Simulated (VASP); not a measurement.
# Ca (Fm-3m) in VASP: a series of runs, part 2 of 2

VASP 6.6.1.

## (3) Relaxation of cell and atoms, PBEsol

This run uses another cell than the first one, of 43.63 Å³/atom, 1.084 times its volume.

The input, INCAR:

```
PREC = Accurate ; ENCUT = 600
EDIFF = 1E-6 ; ISMEAR = 1
SIGMA = 0.1 ; LREAL = F
LASPH = T ; NELM = 80
ALGO = Normal ; ISIF = 3
LWAVE = F ; LCHARG = F
GGA = PS ; IBRION = 2
NSW = 90 ; EDIFFG = -0.01
KPAR = 2
```

The input, KPOINTS:

```
regular mesh
0
Gamma
  12 12 12
```

The input, POSCAR:

```
Ca
1.0
    0.0000000000      2.7942000000      2.7942000000
    2.7942000000      0.0000000000      2.7942000000
    2.7942000000      2.7942000000      0.0000000000
Ca
1
Direct
    0.0000000000      0.0000000000      0.0000000000
```

Potentials or basis: VASP PAW PBE potentials, release 64 (Ca_sv).

Command:

```bash
cat potpaw_PBE.64/Ca_sv/POTCAR > POTCAR
mpirun -np 2 vasp_std > vasp.out
```

OUTCAR:

```text
PREC = Accurate
   ENCUT = 600
   EDIFF = 1E-6
   ISMEAR = 1
   LREAL = F
   LASPH = T
   NELM = 80
   ISIF = 3
   GGA = PS
   IBRION = 2
   NSW = 90
   EDIFFG = -0.01

 ion  position               nearest neighbor table
   1  0.000  0.000  0.000-

  LATTYP: Found a face centered cubic cell.
 ALAT       =     5.5884000000

  Lattice vectors:

 A1 = (   0.0000000000,   2.7942000000,   2.7942000000)
 A2 = (   2.7942000000,   0.0000000000,   2.7942000000)
 A3 = (   2.7942000000,   2.7942000000,   0.0000000000)

Analysis of symmetry for initial positions (statically):
=====================================================================
 Subroutine PRICEL returns:
 Original cell was already a primitive cell.

 Routine SETGRP: Setting up the symmetry group for a
 face centered cubic supercell.

 Subroutine GETGRP returns: Found 48 space group operations
 (whereof 48 operations were pure point group operations)
 out of a pool of 48 trial point group operations.

The static configuration has the point symmetry O_h .

Analysis of symmetry for dynamics (positions and initial velocities):
[... 168 lines left out ...]
  in kB      -11.3143838    -11.3143838    -11.3143838     -0.0000000     -0.0000000      0.0000000
  external PRESSURE =     -11.3143838 kB  Pullay stress =       0.0000000 kB
[... 57 lines left out ...]
--------------------------------------- Ionic step        3  -------------------------------------------

 number of electron      10.0000000 magnetization

 Free energy of the ion-electron system (eV)
  ---------------------------------------------------
  ext. energy  EPLUGINS =         0.00000000
  ---------------------------------------------------
  free energy    TOTEN  =        -2.13167603 eV

  energy without entropy =       -2.13057536  energy(sigma->0) =       -2.13130914

 E-fermi :   2.0357     XC(G=0):  -7.9303

 val. band max:        2.0003177872   @ k =  -0.4167   0.2500   0.0000
 cond. band min:       2.0452978133   @ k =  -0.3333   0.3333   0.1667
 fundamental gap:      0.0449800262
 Fermi energy:         2.0356519050

 k-point     1 :       0.0000    0.0000    0.0000
  band No.  band energies     occupation
      1     -39.7190      2.00000
      2     -20.7060      2.00000
      3     -20.7060      2.00000
      4     -20.7060      2.00000
      5      -2.0624      2.00000
      6       4.4122      0.00000
      7       4.4122      0.00000
      8       4.4122      0.00000
      9       5.5398      0.00000
[... 265 lines left out ...]
 k-point    24 :      -0.4167    0.1667    0.0000
  band No.  band energies     occupation
      1     -39.7008      2.00000
      2     -20.8524      2.00000
      3     -20.7572      2.00000
      4     -20.7341      2.00000
      5       1.3275      2.00000
      6       2.0514      0.73700
      7       3.7912     -0.00000
      8       4.5840      0.00000
      9       6.0947      0.00000

 [... further k-points ...]

------------------------ aborting loop because EDIFF is reached ----------------------------------------

  FORCE on cell =-STRESS in cart. coord.  units (eV):
  Direction    XX          YY          ZZ          XY          YZ          ZX
  --------------------------------------------------------------------------------------
  -------------------------------------------------------------------------------------
  Total        0.0036960      0.0036960      0.0036960      0.0000000      0.0000000      0.0000000
  in kB        0.1456715      0.1456715      0.1456715      0.0000000      0.0000000      0.0000000
  external PRESSURE =       0.1456715 kB  Pullay stress =       0.0000000 kB
[... 16 lines left out ...]
  FREE ENERGIE OF THE ION-ELECTRON SYSTEM (eV)
  ---------------------------------------------------
  free  energy   TOTEN  =        -2.1316760275 eV

  energy  without entropy=       -2.1305753641  energy(sigma->0) =       -2.13130914

 reached required accuracy - stopping structural energy minimisation
```

CONTCAR:

```text
Ca
   1.00000000000000
    -0.0000000000000000    2.7290596724044254    2.7290596724044254
     2.7290596724044254   -0.0000000000000000    2.7290596724044254
     2.7290596724044254    2.7290596724044254   -0.0000000000000000
  Ca
     1
Direct
     0.0000000000000000    0.0000000000000000    0.0000000000000000

  0.00000000E+00  0.00000000E+00  0.00000000E+00
```

Run time: 28 s. Hardware: 2 MPI ranks of Intel Xeon Platinum 8488C (Sapphire Rapids), shared host; peak memory 0.19 GiB.

What came out:

* Free energy: -2.1317 eV
* Relaxed volume: 40.65 Å³/atom
* Relaxed cell: a = 3.859 Å, b = 3.859 Å, c = 3.859 Å, α = 60.00°, β = 60.00°, γ = 60.00°
* Space group after relaxing (to 0.05 Å): Fm-3m (No. 225)
* Energy gained by relaxing: 10.7 meV/atom
* Ionic steps: 3
* Pressure after relaxing: 0.0 GPa
* Band gap on the k mesh: none (metal or under the smearing width)

The path:
```tsv
step	energy change (eV)	largest force (eV/Å)	pressure (GPa)	volume (Å³)
1	0.0000	0.0000	-1.13	43.63
2	-0.0094	0.0000	-0.43	41.71
3	-0.0107	0.0000	0.01	40.65
```

Final structure:
```cif
data_structure
_symmetry_space_group_name_H-M 'P 1'
_symmetry_Int_Tables_number 1
_cell_length_a 3.8595
_cell_length_b 3.8595
_cell_length_c 3.8595
_cell_angle_alpha 60.000
_cell_angle_beta 60.000
_cell_angle_gamma 60.000
_cell_volume 40.65
loop_
_atom_site_label
_atom_site_type_symbol
_atom_site_fract_x
_atom_site_fract_y
_atom_site_fract_z
_atom_site_occupancy
Ca1 Ca 0.00000 0.00000 0.00000 1
```

Levels at points of the mesh, in eV from the Fermi level:
```
           k point  band 1  band 2  band 3  band 4  band 5  band 6  band 7  band 8  band 9
(0.00, 0.00, 0.00)  -41.75  -22.74  -22.74  -22.74   -4.10    2.38    2.38    2.38    3.50
(0.50, 0.00, 0.00)  -41.74  -22.90  -22.76  -22.76   -1.02   -0.12    2.26    2.26    4.23
(0.50, 0.50, 0.00)  -41.73  -22.89  -22.80  -22.80   -0.50    0.54    1.03    4.22    4.42
```

Caveat: the PAW data sets were made with another functional, which shifts forces and pressure a little.

## (4) Relaxation of cell and atoms, PBEsol

This run uses another cell than the first one, of 40.65 Å³/atom, 1.010 times its volume.

The input, INCAR:

```
PREC = Accurate ; ENCUT = 600
EDIFF = 1E-7 ; ISMEAR = 1
SIGMA = 0.1 ; LREAL = F
LASPH = T ; NELM = 80
ALGO = Normal ; ISIF = 3
LWAVE = F ; LCHARG = F
GGA = PS ; IBRION = 2
NSW = 90 ; EDIFFG = -0.005
KPAR = 2
```

KPOINTS is that of step 3.

The input, POSCAR:

```
Ca                                      
1.0
   -0.0000000000      2.7290596724      2.7290596724
    2.7290596724     -0.0000000000      2.7290596724
    2.7290596724      2.7290596724     -0.0000000000
  Ca            
     1
Direct
     0.0000000000000000    0.0000000000000000    0.0000000000000000
```

Potentials or basis: VASP PAW PBE potentials, release 64 (Ca_sv).

Command:

```bash
cat potpaw_PBE.64/Ca_sv/POTCAR > POTCAR
mpirun -np 2 vasp_std > vasp.out
```

OUTCAR:

```text
PREC = Accurate
   ENCUT = 600
   EDIFF = 1E-7
   ISMEAR = 1
   LREAL = F
   LASPH = T
   NELM = 80
   ISIF = 3
   GGA = PS
   IBRION = 2
   NSW = 90
   EDIFFG = -0.005

 ion  position               nearest neighbor table
   1  0.000  0.000  0.000-

  LATTYP: Found a face centered cubic cell.
 ALAT       =     5.4581193448

  Lattice vectors:

 A1 = (   0.0000000000,   2.7290596724,   2.7290596724)
 A2 = (   2.7290596724,   0.0000000000,   2.7290596724)
 A3 = (   2.7290596724,   2.7290596724,   0.0000000000)

[... 460 lines left out ...]
      2     -20.8525      2.00000
      3     -20.7572      2.00000
      4     -20.7341      2.00000
      5       1.3275      2.00000
      6       2.0514      0.73708
      7       3.7912     -0.00000
      8       4.5840      0.00000
      9       6.0949      0.00000

 [... further k-points ...]
[... 5 lines left out ...]
  --------------------------------------------------------------------------------------
  -------------------------------------------------------------------------------------
  Total        0.0031649      0.0031649      0.0031649      0.0000000     -0.0000000      0.0000000
  in kB        0.1247385      0.1247385      0.1247385      0.0000000     -0.0000000      0.0000000
  external PRESSURE =       0.1247385 kB  Pullay stress =       0.0000000 kB

 VOLUME and BASIS-vectors are now :
 -----------------------------------------------------------------------------
  energy-cutoff  :      600.00
  volume of cell :       40.65
      direct lattice vectors                 reciprocal lattice vectors
     0.000000000  2.729059672  2.729059672    -0.183213290  0.183213290  0.183213290
     2.729059672  0.000000000  2.729059672     0.183213290 -0.183213290  0.183213290
     2.729059672  2.729059672  0.000000000     0.183213290  0.183213290 -0.183213290

 POSITION                                       TOTAL-FORCE (eV/Angst)
 -----------------------------------------------------------------------------------
      0.00000      0.00000      0.00000         0.000000      0.000000      0.000000
 -----------------------------------------------------------------------------------
    total drift:                                0.000000      0.000000      0.000000

  FREE ENERGIE OF THE ION-ELECTRON SYSTEM (eV)
  ---------------------------------------------------
  free  energy   TOTEN  =        -2.1315285336 eV

  energy  without entropy=       -2.1304279702  energy(sigma->0) =       -2.13116168

 reached required accuracy - stopping structural energy minimisation
```

CONTCAR:

```text
Ca
   1.00000000000000
     0.0000000000000000    2.7290596724000000    2.7290596724000000
     2.7290596724000000    0.0000000000000000    2.7290596724000000
     2.7290596724000000    2.7290596724000000    0.0000000000000000
  Ca
     1
Direct
     0.0000000000000000    0.0000000000000000    0.0000000000000000

  0.00000000E+00  0.00000000E+00  0.00000000E+00
```

Run time: 13 s. Hardware: 2 MPI ranks of Intel Xeon Platinum 8488C (Sapphire Rapids), shared host; peak memory 0.17 GiB.

What came out:

| Item | Value |
| --- | --- |
| Free energy | -2.1315 eV |
| Pressure after relaxing | 0.0 GPa |
| Band gap on the k mesh | none (metal or under the smearing width) |

Final structure:
```
CELL_PARAMETERS angstrom
0.00000 2.72906 2.72906
2.72906 0.00000 2.72906
2.72906 2.72906 0.00000
ATOMIC_POSITIONS crystal
Ca 0.00000 0.00000 0.00000
```

Caveat: the relaxation stopped at its first step, so nothing moved; the PAW data sets were made with another functional, which shifts forces and pressure a little.
